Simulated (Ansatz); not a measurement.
**Gd in Ansatz: the effect of fixed moment**

Crystal: Gd.

```
Gd
1.0
     0.00000    2.58582    2.58582
     2.58582    0.00000    2.58582
     2.58582    2.58582    0.00000
Gd
1
Direct
  0.00000 0.00000 0.00000
```

This isn't the form of Gd at room conditions, which is hcp.

Alike in all runs:

| Quantity | Value |
| --- | --- |
| Program | Ansatz 0.2.0 |
| Task | single point |
| Functional | PBE |
| Potentials or basis | Ansatz PAW |
| Cutoff | 420 eV (not typed: the program's choice for these potentials) |
| k mesh | 8 × 8 × 8 |
| Occupations | fermi-dirac, width 0.05 eV |

One run gave: energy over the lowest run 204.3 meV/atom; pressure 1.3 GPa. Which fixed moment did it use?
A. 7
B. 14
C. 1.8
D. 0
E. 8.8

E.

```tsv
fixed moment	spin	starting moments	energy over the lowest run (meV/atom)	pressure (GPa)
0	collinear spin, program default start	-	7434.3	-2.7
1.8	collinear spin, ferromagnetic start	[1.8] μB	4945.9	4.1
3.5	collinear spin, ferromagnetic start	[3.5] μB	2922.0	4.2
5.2	collinear spin, ferromagnetic start	[5.2] μB	658.9	2.0
7	collinear spin, ferromagnetic start	[7.0] μB	0.0	-1.6
8.8	collinear spin, ferromagnetic start	[8.8] μB	204.3	1.3
10.5	collinear spin, ferromagnetic start	[10.5] μB	6361.8	0.8
14	collinear spin, ferromagnetic start	[14.0] μB	44637.3	6.4
```

Caveats: the total moment is fixed, so each spin has its own Fermi level; the thresholds are loose for stress.
